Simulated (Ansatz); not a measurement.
Runs of Ansatz 0.2.0 on AlN. It takes space group F-43m (No. 216, cubic). The conventional cell has a = 4.368 Å, b = 4.368 Å, c = 4.368 Å, α = 90.00°, β = 90.00°, γ = 90.00°. Al (site symmetry -43m) has 4 N at 1.89 Å as nearest neighbours. N (site symmetry -43m) is surrounded by 4 Al at 1.89 Å. Measurements of this composition are mostly on another form, of space group No. 186.

| task | level | cell | cutoff (eV) | smearing | gap on the mesh (eV) | pressure (GPa) | relaxed volume (Å³/atom) |
| --- | --- | --- | --- | --- | --- | --- | --- |
| relaxation of cell and atoms | revPBE+D4 | relaxed | - | fermi-dirac 0.05 eV | 3.35 | 0.0 | 10.28 |
| relaxation of cell and atoms | BLYP+D4 | relaxed | - | fermi-dirac 0.05 eV | 3.68 | 0.0 | 10.33 |
| relaxation of cell and atoms | PBEsol | relaxed | - | fermi-dirac 0.05 eV | (b) | 0.0 | 10.48 |
| single point | BLYP | as given | 378 | tetrahedron | 3.68 | (a) | - |
| relaxation of cell and atoms | PBEsol+D3(BJ) | relaxed | - | fermi-dirac 0.05 eV | 3.20 | 0.0 | 10.30 |
| relaxation of cell and atoms | revPBE+D3(BJ) | relaxed | - | fermi-dirac 0.05 eV | 3.35 | 0.0 | 10.36 |
| band structure | RPBE | as given | 377 | fermi-dirac 0.05 eV | 3.36 | (c) | - |

Alike in all rows: potentials or basis all-electron LAPW, scalar-relativistic; no spin polarisation; k mesh 10 × 10 × 10; basis error allowed 0.001 eV/atom.

Task: Fill in the values left out.

Result: (a) 7.9; (b) 3.19; (c) 8.4.

Caveats: with tetrahedron occupations forces and stress needn't match the slope of the energy (some runs).

A k mesh can miss the band edges.

Runs at the PBE level aren't shown here.
